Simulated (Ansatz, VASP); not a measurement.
Two plane-wave programs on Co

INCAR

```
  PREC = Accurate
  ENCUT = 500
  EDIFF = 1E-6
  ISMEAR = 0
  SIGMA = 0.1
  LREAL = False
  LASPH = True
  NELM = 100
  ALGO = Normal
  ISIF = 2
  LWAVE = False
  LCHARG = False
  ISPIN = 2
  MAGMOM = 2 2
  LORBIT = 11
  LMAXMIX = 4
  GGA = PS
  NBANDS = 20
```

File KPOINTS:

```
Automatic mesh
0
Gamma
  12 12 7
```

File POSCAR:

```
Co
1.0
    2.4719999032      0.0000000000      0.0000000000
   -1.2359999516      2.1408147143      0.0000000000
    0.0000000000      0.0000000000      4.0211440800
Co
2
Direct
    0.6666666667      0.3333333333      0.7500000000
    0.3333333333      0.6666666667      0.2500000000
```

Contents of input.yaml:

```yaml
crystal:
  lattice:
    - [2.4719999032, 0.0, 0.0]
    - [-1.2359999516, 2.1408147143, 0.0]
    - [0.0, 0.0, 4.02114408]
  atoms:
    - { symbol: Co, position: [0.6666666667, 0.3333333333, 0.75], spin: 2.0 }
    - { symbol: Co, position: [0.3333333333, 0.6666666667, 0.25], spin: 2.0 }
hamiltonian:
  xc: pbesol
  pseudopotentials: { kind: paw }
magnetization:
  spin_polarized: true
kpoints:
  mp_grid: { grid: [12, 12, 7] }
scf:
  occupations: { method: gaussian, width: 0.1 }
output:
  forces: true
  stress: true
  eigenvalues: true
```

Alike in both runs: task single point; functional PBEsol; k mesh 12 × 12 × 7; occupations gaussian, width 0.1 eV; collinear spin, ferromagnetic start.

```csv
,VASP,Ansatz
version,VASP 6.6.1,Ansatz 0.2.0
potentials or method,"VASP PAW PBE potentials, release 64 (Co)",Ansatz PAW
plane-wave cutoff (eV),500,420
valence electrons in the cell,18,34
```

|  | VASP | Ansatz | Ansatz less VASP |
| --- | --- | --- | --- |
| gap on the k mesh at the Fermi level (eV) | none | none | - |
| pressure (GPa) | -6.6 | -5.8 | +0.83 |
| largest component of the traceless stress (GPa) | 1.94 | 1.94 | +0.007 |
| net moment per atom (μB) | 1.59 | 1.60 | +0.007 |
| size of the moment on the site where the two differ most (μB) | 1.60 | 1.67 | +0.062 |

Site moments also hang on the region over which each program counts them. A gap of «none» marks a metal or a gap that the smearing closes. With one functional, cell and mesh, what is left measures potentials, basis and numerics. The two sets of potentials don't hold the same shells in valence.

Caveats: the PAW data sets were made with another functional, which shifts forces and pressure a little (VASP); the PAW data sets come from PBE, with cores solved anew for the run's functional, which leaves a small shift of forces and pressure (Ansatz).
